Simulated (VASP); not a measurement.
A run of VASP 6.6.1:

The input INCAR:

```
  PREC = Accurate
  ENCUT = 520
  EDIFF = 1E-6
  ISMEAR = 0
  SIGMA = 0.01
  LREAL = False
  LASPH = True
  NELM = 80
  ALGO = Fast
  ISIF = 2
  LWAVE = False
  LCHARG = True
  GGA = PE
  LELF = True
  LVHAR = True
  NBANDS = 17
```

Contents of KPOINTS:

```
regular mesh
0
Gamma
  16 16 16
```

The input POSCAR:

```
SnTe
1.0
    0.0000000000      3.1450000000      3.1450000000
    3.1450000000      0.0000000000      3.1450000000
    3.1450000000      3.1450000000      0.0000000000
Sn Te
1 1
Direct
    0.0055073158      0.0055073158      0.0055073158
    0.5000000000      0.5000000000      0.5000000000
```

Potentials or basis: VASP PAW PBE potentials, release 64 (Sn_d, Te).

Run with:

```bash
$ cat potpaw_PBE.64/Sn_d/POTCAR potpaw_PBE.64/Te/POTCAR > POTCAR
$ mpirun -np 1 vasp_std > vasp.out
```

Hardware: 1 thread of Intel(R) Xeon(R) 6975P-C (Granite Rapids), on a shared host.

**Question.** Estimate the wall time of this run.

**Answer.** Run time: 2.9 min on 1 thread of Intel(R) Xeon(R) 6975P-C (Granite Rapids) (shared host), peak memory 0.56 GiB. Counts: scf iterations 12, k points 417.
